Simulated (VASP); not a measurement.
Level of theory: RPBE GGA, VASP's PBE PAW potentials (set 64) (plane waves; VASP).

The input files of a VASP run:

File KPOINTS:
```
Regular mesh
0
G
 8 8 8
```

### POSCAR
```
Li2O
1
    0.0000000000     2.3452793050     2.3452793050
    2.3452793050     0.0000000000     2.3452793050
    2.3452793050     2.3452793050     0.0000000000
Li O
2 1
Direct
  0.2500000000   0.2500000000   0.2500000000
  0.7500000000   0.7500000000   0.7500000000
  0.0000000000   0.0000000000   0.0000000000
```

INCAR:
```
ALGO = Normal
EDIFF = 1E-7
ENCUT = 520
GGA = RP
ISIF = 2
ISMEAR = 0
LASPH = T
LCHARG = F
LREAL = F
LWAVE = F
NELM = 100
PREC = Accurate
SIGMA = 0.05
SYSTEM = Li2O
```

POTCAR, in this order: Li_sv O (PBE.64 set). Program: vasp_std.

The resulting files:

File OSZICAR:
```
       N       E                     dE             d eps       ncg     rms          rms(c)
DAV:   1     0.359079611382E+02    0.35908E+02   -0.62772E+03   598   0.129E+03
DAV:   2    -0.105411982189E+02   -0.46449E+02   -0.44602E+02   680   0.220E+02
DAV:   3    -0.153944248571E+02   -0.48532E+01   -0.48379E+01  1058   0.586E+01
DAV:   4    -0.154536975549E+02   -0.59273E-01   -0.59223E-01   704   0.724E+00
DAV:   5    -0.154541698636E+02   -0.47231E-03   -0.47228E-03   878   0.536E-01    0.755E+00
DAV:   6    -0.136710659761E+02    0.17831E+01   -0.10009E+01   582   0.199E+01    0.295E+00
DAV:   7    -0.136446956506E+02    0.26370E-01   -0.23132E-01   656   0.404E+00    0.152E+00
DAV:   8    -0.136567492598E+02   -0.12054E-01   -0.75508E-02   676   0.346E+00    0.380E-01
DAV:   9    -0.136555208433E+02    0.12284E-02   -0.69169E-03   734   0.758E-01    0.116E-01
DAV:  10    -0.136564815558E+02   -0.96071E-03   -0.21900E-03   610   0.355E-01    0.567E-02
DAV:  11    -0.136564710287E+02    0.10527E-04   -0.64386E-05   826   0.860E-02    0.137E-02
DAV:  12    -0.136564773552E+02   -0.63265E-05   -0.22050E-05   630   0.365E-02    0.341E-03
DAV:  13    -0.136564780431E+02   -0.68794E-06   -0.25255E-06   666   0.130E-02    0.691E-04
DAV:  14    -0.136564780475E+02   -0.44256E-08   -0.49186E-08   728   0.253E-03
   1 F= -.13656478E+02 E0= -.13656478E+02  d E =-.817237E-19
```

**OUTCAR**
```
------------------------ aborting loop because EDIFF is reached ----------------------------------------
  FORCE on cell =-STRESS in cart. coord.  units (eV):
  Direction    XX          YY          ZZ          XY          YZ          ZX
  --------------------------------------------------------------------------------------
  Total        0.0113050      0.0113050      0.0113050      0.0000000      0.0000000      0.0000000
  in kB        0.7020504      0.7020504      0.7020504      0.0000000      0.0000000      0.0000000
  external PRESSURE =       0.7020504 kB  Pullay stress =       0.0000000 kB
  volume of cell :       25.80
      direct lattice vectors                 reciprocal lattice vectors
     0.000000000  2.345279305  2.345279305    -0.213194223  0.213194223  0.213194223
     2.345279305  0.000000000  2.345279305     0.213194223 -0.213194223  0.213194223
     2.345279305  2.345279305  0.000000000     0.213194223  0.213194223 -0.213194223
 POSITION                                       TOTAL-FORCE (eV/Angst)
 -----------------------------------------------------------------------------------
      1.17264      1.17264      1.17264        -0.000000     -0.000000     -0.000000
      3.51792      3.51792      3.51792         0.000000      0.000000      0.000000
      0.00000      0.00000      0.00000        -0.000000      0.000000      0.000000
 -----------------------------------------------------------------------------------
    total drift:                                0.000000      0.000000      0.000000
  FREE ENERGIE OF THE ION-ELECTRON SYSTEM (eV)
  ---------------------------------------------------
  free  energy   TOTEN  =       -13.6564780475 eV

  energy  without entropy=      -13.6564780475  energy(sigma->0) =      -13.65647805
```
(Selected blocks of OUTCAR.)

The compound is Li2O in the antifluorite structure. It was relaxed first.
